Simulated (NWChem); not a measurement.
# C4H6 (cyclobutene) at SVWN5/MINI

Aim: the vertical ionisation energy of C4H6 (cyclobutene) at SVWN5/MINI, from 2 runs. 

The calculation is run with NWChem 7.3.0.

2 further runs of the same task are left out: 1 that didn't finish, 1 set aside as unsound or not needed.

### Step 1. The structure to begin with

The species is C4H6 (10 atoms), meant as a singlet with charge 0. As SMILES, `C1=CCC1`. The coordinates come from a PBE0-D4/def2-TZVP relaxation.

Bond lengths: C1–C2 1.334 Å, C2–C3 1.508 Å, C1–C4 1.508 Å, C3–C4 1.558 Å, C1–H5 1.084 Å, C2–H6 1.084 Å, C3–H7 1.093 Å, C3–H8 1.094 Å, C4–H9 1.093 Å, C4–H10 1.094 Å. Some angles: C1–C2–C3 94.3°, C2–C1–C4 94.3°, C2–C3–C4 85.7°, C1–C4–C3 85.7°, C1–C2–H6 133.5°, C3–C2–H6 132.2°, C2–C1–H5 133.5°, C4–C1–H5 132.2°, C2–C3–H7 115.8°, C2–C3–H8 115.8°.

### Step 2. A single-point energy at SVWN5/MINI

File c4h6.nw:

```
start c4h6
title "C4H6 energy"
memory 2200 mb

geometry units angstrom noautosym nocenter noautoz
 C     -0.330000     1.010500    -0.386400
 C     -1.095000     0.121800     0.249600
 C      0.015700    -0.884200     0.415100
 C      0.909300     0.154000    -0.327900
 H     -0.516400     1.994800    -0.800900
 H     -2.137500     0.111500     0.547000
 H     -0.118800    -1.833400    -0.110700
 H      0.317500    -1.095900     1.444600
 H      1.737300     0.553600     0.264000
 H      1.301000    -0.184000    -1.291300
end

basis spherical bse
 * library MINI
end

dft
 xc slater vwn_5
 grid fine
 convergence energy 1e-08
 maxiter 100
 mulliken
 noprint "final vectors analysis"
end

task dft energy
```

Started as:

```sh
$ nwchem c4h6.nw > c4h6.out
```

The log of the run:

```text
[...]
          Wavefunction type:  closed shell.
          No. of atoms     :    10
          No. of electrons :    30
[...]
          Charge           :     0
          Spin multiplicity:     1
[...]
          AO basis - number of functions:    26
[...]
              XC Information
              --------------
                        Slater Exchange Functional  1.000 local
                      VWN V Correlation Functional  1.000 local
[...]
 d= 0,ls=0.0,diis     1   -153.2166492755 -2.67D+02  3.76D-02  3.63D-01     0.4
[...]
 d= 0,ls=0.0,diis     7   -153.2515436391  3.71D-10  4.27D-06  1.04D-08     1.6
         Total DFT energy =     -153.251543639093
      One electron energy =     -428.473139226790
           Coulomb energy =      183.373247242014
    Exchange-Corr. energy =      -21.846595647474
 Nuclear repulsion energy =      113.694943993158
[...]
      Total Density - Mulliken Population Analysis
     ---------------------------------------------
    Atom       Charge   Shell Charges
 -----------   ------   -------------------------------------------------------
    1 C    6     6.28   1.99  1.17  3.12
    2 C    6     6.28   1.99  1.17  3.12
    3 C    6     6.52   1.99  1.27  3.26
    4 C    6     6.52   1.99  1.27  3.26
    5 H    1     0.74   0.74
    6 H    1     0.74   0.74
    7 H    1     0.73   0.73
    8 H    1     0.73   0.73
    9 H    1     0.73   0.73
   10 H    1     0.73   0.73
[...]
```

Run time: 2.2 s. Hardware: 1 thread of Intel Xeon 6975P-C (Granite Rapids), shared host; peak memory 0.11 GiB.

### Step 3. The doublet cation at the same level

File geom.xyz:

```xyz
10
C4H6
C     -0.330000     1.010500    -0.386400
C     -1.095000     0.121800     0.249600
C      0.015700    -0.884200     0.415100
C      0.909300     0.154000    -0.327900
H     -0.516400     1.994800    -0.800900
H     -2.137500     0.111500     0.547000
H     -0.118800    -1.833400    -0.110700
H      0.317500    -1.095900     1.444600
H      1.737300     0.553600     0.264000
H      1.301000    -0.184000    -1.291300
```

File geom.nw:

```
start geom
title "C4H6"
memory total 2200 mb
charge 1
geometry units angstrom noautosym nocenter noautoz
   load format xyz geom.xyz
end
basis "ao basis" spherical bse
   C library MINI
   H library MINI
end
dft
   xc slater vwn_5
   mult 2
   grid fine
   convergence energy 1e-08
   maxiter 100
   mulliken
   print low
end
task dft energy
```

Started as:

```sh
$ nwchem geom.nw > geom.out
```

The log of the run:

```text
[...]
 d= 0,ls=0.0,diis     1   -152.7792487911 -2.66D+02  1.67D-02  9.97D-02     0.8
[...]
 d= 0,ls=0.0,diis     8   -152.8072693213 -2.62D-10  2.17D-06  1.54D-09     3.8
[...]
         Total DFT energy =     -152.807269321294
      One electron energy =     -420.001823952980
           Coulomb energy =      174.957882266134
    Exchange-Corr. energy =      -21.458271627606
 Nuclear repulsion energy =      113.694943993158
[...]
      Total Density - Mulliken Population Analysis
     ---------------------------------------------
    Atom       Charge   Shell Charges
 -----------   ------   -------------------------------------------------------
    1 C    6     6.13   1.99  1.26  2.88
    2 C    6     6.13   1.99  1.26  2.88
    3 C    6     6.52   1.99  1.31  3.23
    4 C    6     6.52   1.99  1.31  3.23
    5 H    1     0.60   0.60
    6 H    1     0.60   0.60
    7 H    1     0.62   0.62
    8 H    1     0.62   0.62
    9 H    1     0.62   0.62
   10 H    1     0.62   0.62
[...]
      <S2> =      0.7511 (Exact =     0.7500)
[...]
```

Wall time 4.5 s (1 thread of Intel Xeon 6975P-C (Granite Rapids), shared host); peak memory 0.12 GiB.

### Step 4. Summary of results

At SVWN5/MINI:

```
                                          quantity          value
                        singlet C4H6: total energy  -153.25154 Eh
                       singlet C4H6: dipole moment         0.30 D
                      doublet cation: total energy  -152.80727 Eh
                              doublet cation: ⟨S²⟩          0.751
vertical ionisation energy (to the doublet cation)      12.089 eV
```

What this shows: The vertical ionisation energy comes to 12.09 eV (279 kcal/mol). In a minimal basis such a difference can be off by several eV, whatever the method. Mulliken charges (singlet C4H6) run from -0.52 on C3 to +0.27 on H7; they depend strongly on the basis.
